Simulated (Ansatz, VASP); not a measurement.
Two plane-wave programs on Pt

```
CELL_PARAMETERS angstrom
2.71030 0.00000 0.00000
-1.35515 2.34719 0.00000
0.00000 0.00000 4.60210
ATOMIC_POSITIONS crystal
Pt 0.66667 0.33333 0.75000
Pt 0.33333 0.66667 0.25000
```

Alike in both runs: task single point; functional PBE; k mesh 18 × 18 × 10; occupations gaussian, width 0.15 eV; no spin polarisation.

|  | VASP | Ansatz |
| --- | --- | --- |
| version | VASP 6.6.1 | Ansatz 0.2.0 |
| potentials or method | VASP PAW PBE potentials, release 64 (Pt) | scalar-relativistic, plane waves, PAW |
| plane-wave cutoff (eV) | 520 | 420 |
| valence electrons in the cell | 20 | 36 |

|  | VASP | Ansatz | Ansatz less VASP |
| --- | --- | --- | --- |
| gap on the k mesh at the Fermi level (eV) | none | none | - |
| pressure (GPa) | 21.0 | 21.6 | +0.54 |
| largest component of the traceless stress (GPa) | 1.42 | 1.50 | +0.079 |

A gap of «none» marks a metal or a gap that the smearing closes. The two sets of potentials don't hold the same shells in valence.

Caveats: so large a pressure means that the cell lies far from this level's equilibrium, or that cutoff or potentials fall short (VASP). The runs have no spin-orbit coupling, so splittings on Pt are missing.
